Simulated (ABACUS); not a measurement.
# NiO (Fm-3m) in ABACUS: notebook

The runs below take NiO through equation of state, with PBE.

All numbers are computed with ABACUS 3.10.1; they aren't measurements. Logs are shortened: lines on timing, memory, paths and dates and some standing lists are left out, and cuts for length are marked.

### 1 Starting point

The structure is cubic, space group Fm-3m (No. 225). Conventional cell: a = 4.172 Å, b = 4.172 Å, c = 4.172 Å, α = 90.00°, β = 90.00°, γ = 90.00°. Ni (site symmetry m-3m) has 6 O at 2.09 Å as nearest neighbours. O (site symmetry m-3m) is surrounded by 6 Ni at 2.09 Å.

### 2 Equation of state, PBE, collinear spin, ferromagnetic start, 8.53 Å³/atom (volume scaled by 0.94)

The input, INPUT:

```
INPUT_PARAMETERS
suffix              NiO
calculation         scf
basis_type          lcao
pseudo_dir          ./
orbital_dir         ./
symmetry            1
dft_functional      pbe
ecutwfc             100
pseudo_rcut         10
nspin               2
nbands              17
ks_solver           genelpa
smearing_method     fd
smearing_sigma      0.00367493
scf_thr             1e-07
scf_nmax            100
mixing_type         broyden
mixing_beta         0.4
cal_force           1
cal_stress          1
out_mul             1
```

The input, STRU:

```
ATOMIC_SPECIES
Ni 58.6934 Ni.upf
O 15.9990 O.upf

NUMERICAL_ORBITAL
Ni_confined-atom_7au_4s3p3d1f.orb
O_confined-atom_6au_3s3p2d1f.orb

LATTICE_CONSTANT
1.8897261246

LATTICE_VECTORS
0.0000000000 2.0433202721 2.0433202721
2.0433202721 0.0000000000 2.0433202721
2.0433202721 2.0433202721 0.0000000000

ATOMIC_POSITIONS
Direct

Ni
0.0
1
0.0000000000 0.0000000000 0.0000000000 1 1 1 mag 1

O
0.0
1
0.5000000000 0.5000000000 0.5000000000 1 1 1 mag 0
```

The input, KPT:

```
K_POINTS
0
Gamma
11 11 11 0 0 0
```

Potentials or basis: PseudoDojo NC SR 0.4.1 PBE standard, TZDP LCAO (the cutoffs set its grid).

Run with:

```console
> OMP_NUM_THREADS=1 mpirun -np 4 abacus > log
```

running log:

```text
ABACUS v3.10.1

               Atomic-orbital Based Ab-initio Computation at UStc

 ------------------------------------------------------------------------------------

 READING GENERAL INFORMATION
                           global_out_dir = OUT.NiO/
                           global_in_card = INPUT
                               pseudo_dir = ./
                              orbital_dir = ./
                                    DSIZE = 4
                                    GSIZE = 1

 READING UNITCELL INFORMATION
                                    ntype = 2
                  lattice constant (Bohr) = 1.88973
              lattice constant (Angstrom) = 1

 READING ATOM TYPE 1
                               atom label = Ni
                      L=0, number of zeta = 4
                      L=1, number of zeta = 3
                      L=2, number of zeta = 3
                      L=3, number of zeta = 1
             number of atom for this type = 1
               magnetization of element 1 = 1

 READING ATOM TYPE 2
                               atom label = O
                      L=0, number of zeta = 3
                      L=1, number of zeta = 3
                      L=2, number of zeta = 2
                      L=3, number of zeta = 1
             number of atom for this type = 1
               magnetization of element 2 = 0

                        TOTAL ATOM NUMBER = 2
DIRECT COORDINATES
    atom                   x                   y                   z     mag                  vx                  vy                  vz
taud_Ni1            0.0000000000        0.0000000000        0.0000000000  1.0000        0.0000000000        0.0000000000        0.0000000000
taud_O1            0.5000000000        0.5000000000        0.5000000000  0.0000        0.0000000000        0.0000000000        0.0000000000

                          Volume (Bohr^3) = 115.143
                             Volume (A^3) = 17.0623

 Lattice vectors: (Cartesian coordinate: in unit of a_0)
                   +0            +2.04332            +2.04332
             +2.04332                  +0            +2.04332
             +2.04332            +2.04332                  +0
 Reciprocal vectors: (Cartesian coordinate: in unit of 2 pi/a_0)
              -0.2447             +0.2447             +0.2447
              +0.2447             -0.2447             +0.2447
              +0.2447             +0.2447             -0.2447
 The esolver type has been set to : ksdft_lcao

                PAO radial cut off (Bohr) = 10

 Read in pseudopotential file is Ni.upf
                     pseudopotential type = NC
          exchange-correlation functional = PBE
                 nonlocal core correction = 1
                        valence electrons = 18
                                     lmax = 2
                           number of zeta = 4
                     number of projectors = 6
                           L of projector = 0
[... 5 lines left out ...]
                PAO radial cut off (Bohr) = 10

 Read in pseudopotential file is O.upf
                     pseudopotential type = NC
          exchange-correlation functional = PBE
                 nonlocal core correction = 1
                        valence electrons = 6
                                     lmax = 2
                           number of zeta = 2
                     number of projectors = 5
                           L of projector = 0
                           L of projector = 0
                           L of projector = 1
                           L of projector = 1
                           L of projector = 2
     initial pseudo atomic orbital number = 14
 The readin total magnetization is 1

 SETUP THE ELECTRONS NUMBER
            electron number of element Ni = 18
      total electron number of element Ni = 18
             electron number of element O = 6
       total electron number of element O = 6
            AUTOSET number of electrons:  = 24
                           occupied bands = 12
[... 49 lines left out ...]
 -------------------------------------------

 SETUP SEARCHING RADIUS FOR PROGRAM TO SEARCH ADJACENT ATOMS
                  longest orb rcut (Bohr) = 7
   longest nonlocal projector rcut (Bohr) = 1.7
                     search radius (Bohr) = 17.4
              searching radius is (Bohr)) = 17.4
         searching radius unit is (Bohr)) = 1.89
                         PeriodicBoundary = 1
                        Radius(unit:lat0) = 9.21
                                   glayer = [ 5, 5, 5 ]
                             glayer_minus = [ 4, 4, 4 ]

Find the coordinate range of the input atom(unit:lat0).
                                  min_tau = [ -16.3, -16.3, -16.3 ]
                                  max_tau = [ 18.4, 18.4, 18.4 ]
                                BoxNumber = [ 9, 9, 9 ]

 SETUP EXTENDED REAL SPACE GRID FOR GRID INTEGRATION
                          real space grid = [ 36, 36, 36 ]
                 big cell numbers in grid = [ 12, 12, 12 ]
             meshcell numbers in big cell = [ 3, 3, 3 ]
                        extended fft grid = [ 19, 19, 19 ]
                dimension of extened grid = [ 51, 51, 51 ]
                            UnitCellTotal = 125
              Atom number in sub-FFT-grid = 2
    Local orbitals number in sub-FFT-grid = 64
                                ParaV.nnr = 88848

                                 init_chg = atomic

 LCAO ALGORITHM --------------- ION=   1  ELEC=   1--------------------------------
          total magnetism (Bohr mag/cell) = 0.755644
       absolute magnetism (Bohr mag/cell) = 0.756102
                        nelec for spin up = 12.3778
                      nelec for spin down = 11.6222
[... 226 lines left out ...]
 Density error is 5.46954162141e-08
----------------------------------------------------------
     Energy           Rydberg                 eV
----------------------------------------------------------
 E_KohnSham     -368.5603846783      -5014.5212886974
 E_KS(sigma->0) -368.5599829473      -5014.5158228663
 E_Harris       -368.5603852481      -5014.5212964492
 E_band         -21.3782427132       -290.8659141265
 E_one_elec     -178.5451815731      -2429.2318198392
 E_Hartree      105.5342456630       1435.8670751479
 E_xc           -51.3400909212       -698.5177723659
 E_Ewald        -244.2085543849      -3322.6278399780
 E_entropy(-TS) -0.0008034621        -0.0109316623
 E_descf        0.0000000000         0.0000000000
 E_exx          0.0000000000         0.0000000000
 E_Fermi        1.1850634995         16.1236160844
----------------------------------------------------------

 charge density convergence is achieved
 final etot is -5014.5212887 eV
 EFERMI = 16.123616084 eV

 STATE ENERGY(eV) AND OCCUPATIONS    NSPIN == 2
SPIN UP :
 1/56 kpoint (Cartesian) = 0.0000 0.0000 0.0000 (480 pws)
       1       -88.1033    0.000751315
       2       -48.5455    0.000751315
       3       -48.5455    0.000751315
       4       -48.5455    0.000751315
       5       -4.92474    0.000751315
       6        12.7392    0.000751315
[... 9 lines left out ...]
      16        35.4739        0.00000
[... 82 lines left out ...]
       4       -48.5505     0.00601052
       5       -3.39037     0.00601052
       6        7.30293     0.00601052
[... 9 lines left out ...]
      16        30.6455        0.00000
      17        30.6455        0.00000

[... levels at 106 further k points ...]

-------------------------------------------------
 Total Magnetism (uB)
-------------------------------------------------
                        Ni1         1.3111923467
                         O1         0.2647179585
-------------------------------------------------

 correction force for each atom along direction 1 is -3.04482e-14
 correction force for each atom along direction 2 is 6.70797e-14
 correction force for each atom along direction 3 is -5.33305e-14
------------------------------------------------------------------------------------------
 TOTAL-FORCE (eV/Angstrom)
------------------------------------------------------------------------------------------
                       Ni1         0.0000000000         0.0000000000         0.0000000000
                        O1         0.0000000000         0.0000000000         0.0000000000
------------------------------------------------------------------------------------------

----------------------------------------------------------------
 TOTAL-STRESS (KBAR)
----------------------------------------------------------------
       190.1842304413        -0.0000000000         0.0000000000
        -0.0000000000       190.1842304413         0.0000000000
         0.0000000000         0.0000000000       190.1842304413
----------------------------------------------------------------
 TOTAL-PRESSURE: 190.184230 KBAR

 --------------------------------------------
 !FINAL_ETOT_IS -5014.5212886974395587 eV
 --------------------------------------------
```

Wall time 35 s (4 MPI ranks of Intel Xeon at 2.80GHz (Skylake/Cascade Lake), shared host); peak memory 0.56 GiB.

What came out:

```
Free energy            : -5014.5213 eV
Pressure               : 19.0 GPa
Band gap on the k mesh : none (metal or under the smearing width)
Net moment             : 1.58 μB per cell
Absolute moment        : 1.58 μB per cell
Site moments           : Ni +1.31; O +0.26 μB
```

Caveat: the atomic orbitals were generated for these runs and aren't a published set; Mulliken charges move with the basis; the basis of atomic orbitals isn't converged, which shifts pressures, moduli and gaps; a cell with one magnetic atom can't hold antiferromagnetic order, which such compounds often take; semilocal functionals often make such compounds metallic where correlation or magnetic order opens a gap, which also shifts bond lengths.

### 3 Equation of state, PBE, collinear spin, ferromagnetic start, 8.71 Å³/atom (volume scaled by 0.96)

INPUT is that of step 2.

Changes to STRU since step 2:

```diff
@@ -12,5 +12,5 @@
 LATTICE_VECTORS
-0.0000000000 2.0433202721 2.0433202721
-2.0433202721 0.0000000000 2.0433202721
-2.0433202721 2.0433202721 0.0000000000
+0.0000000000 2.0577103256 2.0577103256
+2.0577103256 0.0000000000 2.0577103256
+2.0577103256 2.0577103256 0.0000000000
```

KPT is that of step 2.

Potentials or basis: PseudoDojo NC SR 0.4.1 PBE standard, TZDP LCAO (the cutoffs set its grid).

Run with:

```console
> OMP_NUM_THREADS=1 mpirun -np 4 abacus > log
```

It took 33 s on 4 MPI ranks of Intel Xeon at 2.80GHz (Skylake/Cascade Lake), shared host; peak memory 0.56 GiB.

Results (log left out):

- Free energy: -5014.5590 eV
- Pressure: 14.2 GPa
- Band gap on the k mesh: none (metal or under the smearing width)
- Net moment: 1.65 μB per cell
- Absolute moment: 1.66 μB per cell
- Site moments: Ni +1.37; O +0.28 μB
- Mulliken charges: Ni +0.01; O -0.01 e

Caveat: the atomic orbitals were generated for these runs and aren't a published set; Mulliken charges move with the basis; the basis of atomic orbitals isn't converged, which shifts pressures, moduli and gaps; a cell with one magnetic atom can't hold antiferromagnetic order, which such compounds often take; semilocal functionals often make such compounds metallic where correlation or magnetic order opens a gap, which also shifts bond lengths.

### 4 Equation of state, PBE, collinear spin, ferromagnetic start, 8.89 Å³/atom (volume scaled by 0.98)

INPUT is that of step 3.

Changes to STRU since step 3:

```diff
@@ -12,5 +12,5 @@
 LATTICE_VECTORS
-0.0000000000 2.0577103256 2.0577103256
-2.0577103256 0.0000000000 2.0577103256
-2.0577103256 2.0577103256 0.0000000000
+0.0000000000 2.0719018797 2.0719018797
+2.0719018797 0.0000000000 2.0719018797
+2.0719018797 2.0719018797 0.0000000000
```

KPT is that of step 3.

Run with:

```console
> OMP_NUM_THREADS=1 mpirun -np 4 abacus > log
```

Wall time 35 s (4 MPI ranks of Intel Xeon at 2.80GHz (Skylake/Cascade Lake), shared host); peak memory 0.56 GiB.

Results (log left out):

```yaml
Free_energy: -5014.5865 eV
Pressure: 10.1 GPa
Band_gap_on_the_k_mesh: none (metal or under the smearing width)
Net_moment: 1.74 μB per cell
Absolute_moment: 1.74 μB per cell
Site_moments: Ni +1.43; O +0.31 μB
Mulliken_charges: Ni +0.03; O -0.03 e
```

Caveat: the atomic orbitals were generated for these runs and aren't a published set; Mulliken charges move with the basis; the basis of atomic orbitals isn't converged, which shifts pressures, moduli and gaps; a cell with one magnetic atom can't hold antiferromagnetic order, which such compounds often take; semilocal functionals often make such compounds metallic where correlation or magnetic order opens a gap, which also shifts bond lengths.

### 5 Equation of state, PBE, collinear spin, ferromagnetic start, 9.08 Å³/atom

INPUT is that of step 4.

Changes to STRU since step 4:

```diff
@@ -12,5 +12,5 @@
 LATTICE_VECTORS
-0.0000000000 2.0719018797 2.0719018797
-2.0719018797 0.0000000000 2.0719018797
-2.0719018797 2.0719018797 0.0000000000
+0.0000000000 2.0859016414 2.0859016414
+2.0859016414 0.0000000000 2.0859016414
+2.0859016414 2.0859016414 0.0000000000
```

KPT is that of step 4.

Run with:

```console
> OMP_NUM_THREADS=1 mpirun -np 4 abacus > log
```

It took 33 s on 4 MPI ranks of Intel Xeon at 2.80GHz (Skylake/Cascade Lake), shared host; peak memory 0.56 GiB.

The run converged. Its results:

* Free energy: -5014.6049 eV
* Pressure: 6.2 GPa
* Band gap on the k mesh: none (metal or under the smearing width)
* Net moment: 1.79 μB per cell
* Absolute moment: 1.80 μB per cell
* Site moments: Ni +1.47; O +0.32 μB
* Mulliken charges: Ni +0.05; O -0.05 e

Caveat: the atomic orbitals were generated for these runs and aren't a published set; Mulliken charges move with the basis; the basis of atomic orbitals isn't converged, which shifts pressures, moduli and gaps; a cell with one magnetic atom can't hold antiferromagnetic order, which such compounds often take; semilocal functionals often make such compounds metallic where correlation or magnetic order opens a gap, which also shifts bond lengths.

### 6 Equation of state, PBE, collinear spin, ferromagnetic start, 9.26 Å³/atom (volume scaled by 1.02)

INPUT is that of step 5.

Changes to STRU since step 5:

```diff
@@ -12,5 +12,5 @@
 LATTICE_VECTORS
-0.0000000000 2.0859016414 2.0859016414
-2.0859016414 0.0000000000 2.0859016414
-2.0859016414 2.0859016414 0.0000000000
+0.0000000000 2.0997159621 2.0997159621
+2.0997159621 0.0000000000 2.0997159621
+2.0997159621 2.0997159621 0.0000000000
```

KPT is that of step 5.

Potentials or basis: PseudoDojo NC SR 0.4.1 PBE standard, TZDP LCAO (the cutoffs set its grid).

Run with:

```console
> OMP_NUM_THREADS=1 mpirun -np 4 abacus > log
```

It took 32 s on 4 MPI ranks of Intel Xeon at 2.80GHz (Skylake/Cascade Lake), shared host; peak memory 0.56 GiB.

It converged, with:

```yaml
Free_energy: -5014.6146 eV
Pressure: 2.4 GPa
Band_gap_on_the_k_mesh: none (metal or under the smearing width)
Net_moment: 1.83 μB per cell
Absolute_moment: 1.84 μB per cell
Site_moments: Ni +1.50; O +0.34 μB
Mulliken_charges: Ni +0.06; O -0.06 e
```

Caveat: the atomic orbitals were generated for these runs and aren't a published set; Mulliken charges move with the basis; the basis of atomic orbitals isn't converged, which shifts pressures, moduli and gaps; a cell with one magnetic atom can't hold antiferromagnetic order, which such compounds often take; semilocal functionals often make such compounds metallic where correlation or magnetic order opens a gap, which also shifts bond lengths.

### 7 Equation of state, PBE, collinear spin, ferromagnetic start, 9.44 Å³/atom (volume scaled by 1.04)

INPUT is that of step 6.

Changes to STRU since step 6:

```diff
@@ -12,5 +12,5 @@
 LATTICE_VECTORS
-0.0000000000 2.0997159621 2.0997159621
-2.0997159621 0.0000000000 2.0997159621
-2.0997159621 2.0997159621 0.0000000000
+0.0000000000 2.1133508634 2.1133508634
+2.1133508634 0.0000000000 2.1133508634
+2.1133508634 2.1133508634 0.0000000000
```

KPT is that of step 6.

Run with:

```console
> OMP_NUM_THREADS=1 mpirun -np 4 abacus > log
```

It took 31 s on 4 MPI ranks of Intel Xeon at 2.80GHz (Skylake/Cascade Lake), shared host; peak memory 0.56 GiB.

The run converged. Its results:

* Free energy: -5014.6161 eV
* Pressure: -1.0 GPa
* Band gap on the k mesh: none (metal or under the smearing width)
* Net moment: 1.87 μB per cell
* Absolute moment: 1.88 μB per cell
* Site moments: Ni +1.52; O +0.34 μB
* Mulliken charges: Ni +0.08; O -0.08 e

Caveat: the atomic orbitals were generated for these runs and aren't a published set; Mulliken charges move with the basis; the basis of atomic orbitals isn't converged, which shifts pressures, moduli and gaps; a cell with one magnetic atom can't hold antiferromagnetic order, which such compounds often take; semilocal functionals often make such compounds metallic where correlation or magnetic order opens a gap, which also shifts bond lengths.

### 8 Equation of state, PBE, collinear spin, ferromagnetic start, 9.62 Å³/atom (volume scaled by 1.06)

INPUT is that of step 7.

Changes to STRU since step 7:

```diff
@@ -12,5 +12,5 @@
 LATTICE_VECTORS
-0.0000000000 2.1133508634 2.1133508634
-2.1133508634 0.0000000000 2.1133508634
-2.1133508634 2.1133508634 0.0000000000
+0.0000000000 2.1268120599 2.1268120599
+2.1268120599 0.0000000000 2.1268120599
+2.1268120599 2.1268120599 0.0000000000
```

KPT is that of step 7.

Run with:

```console
> OMP_NUM_THREADS=1 mpirun -np 4 abacus > log
```

Wall time 38 s (4 MPI ranks of Intel Xeon at 2.80GHz (Skylake/Cascade Lake), shared host); peak memory 0.6 GiB.

The run converged. Its results:

```yaml
Free_energy: -5014.6106 eV
Pressure: -4.1 GPa
Band_gap_on_the_k_mesh: none (metal or under the smearing width)
Net_moment: 1.89 μB per cell
Absolute_moment: 1.91 μB per cell
Site_moments: Ni +1.54; O +0.35 μB
Mulliken_charges: Ni +0.09; O -0.09 e
```

Caveat: the atomic orbitals were generated for these runs and aren't a published set; Mulliken charges move with the basis; the basis of atomic orbitals isn't converged, which shifts pressures, moduli and gaps; a cell with one magnetic atom can't hold antiferromagnetic order, which such compounds often take; semilocal functionals often make such compounds metallic where correlation or magnetic order opens a gap, which also shifts bond lengths.

### 9 Equation of state, PBE, collinear spin, ferromagnetic start

Potentials or basis: PseudoDojo NC SR 0.4.1 PBE standard, TZDP LCAO (the cutoffs set its grid).

No new run: the results of the series are fitted here.

What came out:

```yaml
Equilibrium_volume: 9.39 Å³/atom
Bulk_modulus: 172 GPa
Pressure_derivative_of_the_bulk_modulus: 3.1
```

Energy against volume, from the lowest point:
```tsv
volume (Å³/atom)	energy (meV/atom)
8.531	47.41
8.713	28.53
8.894	14.80
9.076	5.58
9.257	0.74
9.439	0.00
9.620	2.76
```

Caveat: the atomic orbitals were generated for these runs and aren't a published set; the basis of atomic orbitals isn't converged, which shifts pressures, moduli and gaps.
